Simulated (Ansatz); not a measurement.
**Energies and gaps of 3 cells of F**

3 cells of F were relaxed with r2SCAN+rVV10 in Ansatz. Spin-unpolarised throughout; all numbers are computed.

- database C2/c (4 atoms): it is monoclinic, C2/c (No. 15); a = 4.946 Å, b = 3.231 Å, c = 6.535 Å, β = 90.4° in the conventional setting, 13.05 Å³ an atom. Around F lie 1 F at 1.40 Å.
- database C2/m (4 atoms): it is monoclinic, C2/m (No. 12); conventional cell a = 5.199 Å, b = 2.984 Å, c = 7.096 Å, β = 107.1°, 13.15 Å³ an atom. F has 1 F at 1.40 Å.
- database Cmce (4 atoms): the symmetry is Cmce (No. 64, orthorhombic); conventional cell a = 4.946 Å, b = 3.221 Å, c = 6.545 Å, 13.03 Å³ an atom. Around F lie 1 F at 1.40 Å.

Energies are counted from the lowest cell, each relaxed with the functional named (k spacing about 0.3 1/Å); gaps are on the r2SCAN+rVV10 cells (d direct, i indirect).
```csv
structure,space group,volume (Å³/atom),"E, r2SCAN+rVV10 (meV/atom)","gap, PBE (eV)","gap, r2SCAN (eV)","gap, HSE06 (eV)","gap, PBE0 (eV)"
database C2/c (4 atoms),C2/c,13.05,0,2.95 d (Γ),3.81 d (Γ),6.16 d (Γ),6.97 d (Γ)
database C2/m (4 atoms),C2/m,13.15,3,2.68 i (Y₂ → Γ),3.53 i (Y₂ → Γ),5.86 i (Y₂ → Γ),6.67 i (Y₂ → Γ)
database Cmce (4 atoms),Cmce,13.03,0,2.94 d (Γ),3.79 d (Γ),6.15 d (Γ),6.96 d (Γ)
```

With r2SCAN+rVV10 the two lowest, database C2/c (4 atoms) and database Cmce (4 atoms), differ by 0 meV an atom, less than the 3 meV that these k meshes can be trusted to. Other structures, not computed here, could lie lower.

Against database C2/c (4 atoms) (HSE06 gap 6.16 eV): database C2/m (4 atoms) -0.30 eV at +0.7 % volume; database Cmce (4 atoms) -0.01 eV at -0.2 % volume.

The meshes of the hybrids are coarse, so their gaps aren't converged to the digits shown.
